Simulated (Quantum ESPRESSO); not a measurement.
Crystal: Rb.

```
Rb
1.0
    -2.95451    2.95451    2.73085
     2.95451   -2.95451    2.73085
     2.95451    2.95451   -2.73085
Rb
1
Cartesian
  0.0000 0.0000 0.0000
```

This isn't the form of Rb at room conditions, which is bcc.

| Quantity | Value |
| --- | --- |
| Program | Quantum ESPRESSO 7.5 |
| Task | single point |
| Functional | PBE |
| Potentials or basis | SSSP 1.3 efficiency PBE |
| Cutoff | 816 eV |
| Density cutoff | 3265 eV |
| k mesh | 7 × 7 × 7 |
| Occupations | fermi-dirac, width 0.05 eV |
| Spin | no spin polarisation |

On this cell: pressure -0.1 GPa; band gap on the k mesh none (metal or under the smearing width).

The same run follows on a disturbed copy (cell strained at random at fixed volume):

```
Rb
1.0
    -2.90185    2.86931    2.77651
     2.95454   -2.89322    2.85939
     2.90989    2.90126   -2.80238
Rb
1
Direct
  0.99437 0.00257 0.99618
```

Problem. What changes?

Solution. The energy (extrapolated to zero smearing) moves by +1.5 meV/atom; pressure -0.1 GPa; band gap on the k mesh none (metal or under the smearing width).
